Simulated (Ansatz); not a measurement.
This is a relaxation of cell and atoms with Ansatz 0.2.0 on BeS built on the NiAs prototype; the level of theory is PBEsol. It starts from the PBE minimum.

Input (YAML):
```yaml
crystal:
  lattice:
    - [3.3004838062, 0.0, 0.0]
    - [-1.6502419031, 2.858302821, 0.0]
    - [0.0, 0.0, 5.2469311268]
  atoms:
    - { symbol: Be, position: [0.0, 0.0, 0.0] }
    - { symbol: Be, position: [0.0, 0.0, 0.5] }
    - { symbol: S, position: [0.3333333333, 0.6666666667, 0.25] }
    - { symbol: S, position: [0.6666666667, 0.3333333333, 0.75] }
kpoints:
  mp_grid: { grid: [12, 12, 4] }
hamiltonian:
  xc: pbesol
scf:
  occupations: { method: fermi_dirac, width: 0.02 }
relax:
  f_tol: 0.005
  cell: {}
```

Run as `ansatz run input.yaml --threads 2 --pin off --max-ram 2211MiB --backend cpu --events-out ev --progress --plain --runs-dir out`. Wall time 4.2 s on 2 threads of Arm Neoverse V1, with other jobs on the host, load about 0.4 per core; peak host memory 0.33 GiB.

The output, standing remarks left out:
```
Functional definition: PBEsol
Crystal: 4 atoms, lattice volume = 49.498 Å³
Basis set: ecut = 420 eV, 977 PW (Γ)
Bands: 12, of which v1, the nominal top of the filled ones, is band 8 counted from 1 (7 counted from 0)
Symmetry: 24 space group operations
Space group: P63/mmc (ITA 194)
k-points: 57 of 576
SCF 1 converged in 6 iterations: F = -1953.071491 eV  dr2 = 3.76e-11
relax step 1: F+E_penalty+E_count = -1953.07149067 eV  P = -2.794 GPa  Ω = 49.498 Å³
SCF 2 converged in 4 iterations: F = -1953.082090 eV  dr2 = 1.44e-7
relax step 2: F+E_penalty+E_count = -1953.08208997 eV  P = -0.633 GPa  Ω = 48.522 Å³
SCF 3 converged in 4 iterations: F = -1953.082602 eV  dr2 = 1.80e-8
relax step 3: F+E_penalty+E_count = -1953.08260166 eV  P = +0.069 GPa  Ω = 48.222 Å³
SCF 4 converged in 3 iterations: F = -1953.082706 eV  dr2 = 5.94e-8
relax step 4: F+E_penalty+E_count = -1953.08270570 eV  P = +0.023 GPa  Ω = 48.242 Å³
SCF 5 converged in 4 iterations: F = -1953.082631 eV  dr2 = 1.10e-11
relax step 5: F+E_penalty+E_count = -1953.08263122 eV  P = +0.020 GPa  Ω = 48.242 Å³  (SCF on a basis re-selected at this cell)
SCF converged after 4 iterations
Free energy (F): -1953.082631 eV
Fermi energy:    9.099077 eV
--- Per-component energies (eV) ---
  E_band       = 37.198315
  E_kinetic    = 256.333787
  E_local      = -150.350527
  E_nonlocal   = 64.812725
  E_hartree    = 48.663674
  E_xc         = -233.071488
  E_vxc        = -218.646891
  E_paw        = -1282.413191
  E_vpaw       = -12.278107
  E_ewald      = -657.200575
  E_core_change = 0.142961
--- Forces (eV/Å), atoms counted from 1 ---
  atom   1  Be      0.00000      0.00000      0.00000
  atom   2  Be      0.00000      0.00000      0.00000
  atom   3  S       0.00000      0.00000      0.00000
  atom   4  S       0.00000      0.00000      0.00000
--- Stress (GPa, compression-positive) ---
        0.039238       0.000000       0.000000
        0.000000       0.039238       0.000000
        0.000000       0.000000      -0.017458
  P = ⅓ Tr σ = 0.0203 GPa (0.203 kbar)
--- Relaxed structure (4 steps of the walk, 4 accepted, 1 SCFs on fresh bases) ---
  F+E_penalty+E_count = -1953.08263122 eV
  cell:  # Å, volume = 48.2420 Å³
    - [3.270680, 0.000000, 0.000000]
    - [-1.635340, 2.832492, 0.000000]
    - [0.000000, 0.000000, 5.207366]
  atoms:
    - { symbol: Be, position: [0.000000, 0.000000, 0.000000] }
    - { symbol: Be, position: [0.000000, 0.000000, 0.500000] }
    - { symbol: S, position: [0.333333, 0.666667, 0.250000] }
    - { symbol: S, position: [0.666667, 0.333333, 0.750000] }
```

The walk took 4 steps, besides SCFs solved again on a fresh basis, and changed the volume by -2.5 %. The last SCF, on a fresh basis, lies 2.8 meV an atom below the first. Final cell: the symmetry is P6_3/mmc (No. 194, hexagonal); conventional cell a = 3.271 Å, c = 5.207 Å, 12.06 Å³ an atom. Around Be lie 6 S at 2.29 Å; around S lie 6 Be at 2.29 Å.

Note: simulated data, non-magnetic, for a generated structure that need not be the stable one.
